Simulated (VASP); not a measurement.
Runs of VASP 6.6.1 on In. Symmetry: Im-3m, No. 229, cubic system. Conventional cell: a = 3.701 Å, b = 3.701 Å, c = 3.701 Å, α = 90.00°, β = 90.00°, γ = 90.00°. In (site symmetry m-3m) is surrounded by 8 In at 3.21 Å. This isn't the form of In at room conditions, which is tetragonal.

| task | cell | cutoff (eV) | gap on the mesh (eV) | pressure (GPa) |
| --- | --- | --- | --- | --- |
| single point | Im-3m, 25.35 Å³/atom | 520 | none | 4.0 |
| single point | Im-3m, 30.64 Å³/atom | 520 | none | (a) |
| relaxation of cell and atoms | relaxed | 600 | none | 0.0 |
| single point | Im-3m, 27.86 Å³/atom | 520 | none | 0.0 |

Alike in all rows: level PBE; potentials or basis VASP PAW PBE potentials, release 64 (In_d); no spin polarisation; k mesh 16 × 16 × 16; smearing gaussian 0.1 eV.

**Question.** Estimate the missing entries.

**Answer.** (a) -2.6.

A k mesh can miss the band edges, and the runs leave out spin-orbit coupling on In.

A gap of «none» marks a metal or a gap under the smearing width.
